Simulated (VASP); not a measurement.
CdTe:

```
Cd Te
1.0
     0.00000    3.20500    3.20500
     3.20500    0.00000    3.20500
     3.20500    3.20500    0.00000
Cd Te
1 1
Direct
  0.00000 0.00000 0.00000
  0.75000 0.75000 0.75000
```

- Program: VASP 6.6.1
- Task: relaxation of cell and atoms
- Functional: PBE
- Potentials or basis: VASP PAW PBE potentials, release 64 (Cd, Te)
- Cutoff: 520 eV
- k mesh: 7 × 7 × 7
- Occupations: gaussian, width 0.1 eV
- Spin: no spin polarisation

At the start: pressure 4.4 GPa; volume 32.92 Å³/atom.

Where does the relaxation end?

Over 3 steps the energy falls by 42.6 meV/atom and the volume is 36.31 Å³/atom (+10.3 %); space group F-43m (No. 216, to 0.05 Å).

The path:
```csv
step,energy change (eV),largest force (eV/Å),pressure (GPa),volume (Å³)
1,0.0000,0.0000,4.40,65.84
2,-0.0785,0.0000,-0.97,74.83
3,-0.0853,0.0000,0.02,72.63
```

Final structure:
```xyz
2
Lattice="0.0000 3.3115 3.3115 3.3115 0.0000 3.3115 3.3115 3.3115 0.0000" Properties=species:S:1:pos:R:3 pbc="T T T"
Cd    0.0000    0.0000    0.0000
Te    4.9673    4.9673    4.9673
```

Caveat: the volume moved by +10 % from the deposited cell, more than functionals usually miss.
